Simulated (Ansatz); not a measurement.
**Moving the functional in SnO2**

```yaml
crystal:
  lattice:
    - [5.17526, 0.00000, 0.00000]
    - [0.00000, 5.17526, 0.00000]
    - [0.00000, 0.00000, 5.17526]
  atoms:
    - { symbol: Sn, position: [0.00000, 0.00000, 0.00000] }
    - { symbol: Sn, position: [0.50000, 0.00000, 0.50000] }
    - { symbol: Sn, position: [0.50000, 0.50000, 0.00000] }
    - { symbol: Sn, position: [0.00000, 0.50000, 0.50000] }
    - { symbol: O, position: [0.66110, 0.83890, 0.16110] }
    - { symbol: O, position: [0.83890, 0.16110, 0.66110] }
    - { symbol: O, position: [0.16110, 0.66110, 0.83890] }
    - { symbol: O, position: [0.33890, 0.33890, 0.33890] }
    - { symbol: O, position: [0.66110, 0.66110, 0.66110] }
    - { symbol: O, position: [0.83890, 0.33890, 0.16110] }
    - { symbol: O, position: [0.16110, 0.83890, 0.33890] }
    - { symbol: O, position: [0.33890, 0.16110, 0.83890] }
```

Measurements of this composition are mostly on another form, of space group No. 136.

Kept alike: task band structure; k mesh 5 × 5 × 5; occupations fermi-dirac, width 0.05 eV; no spin polarisation. Program: Ansatz, Ansatz PAW. Cutoffs run from 420 to 500 eV. The mesh is that of the run's cell of 12 atoms. No spin-orbit coupling.

| run | band gap (eV) | pressure (GPa) |
| --- | --- | --- |
| A | 0.467 | -12.48 |
| B | 1.119 | -9.04 |
| C | 0.500 | -7.16 |

Pressure is positive in compression, with a Pulay correction for the finite cutoff. Gaps are the smaller of the mesh's and the band path's. All rows use potentials made for PBE.

The runs differ in the functional (and the cutoff that goes with it) alone: LDA; PBEsol; r2SCAN. Which run is which?

Run A is LDA; run B is r2SCAN; run C is PBEsol. The band gap runs from 0.467 (LDA) to 1.119 eV (r2SCAN). The pressure runs from -12.48 (LDA) to -7.16 GPa (PBEsol). A positive pressure means that the functional's own cell is larger than the one given, a negative one that it is smaller.
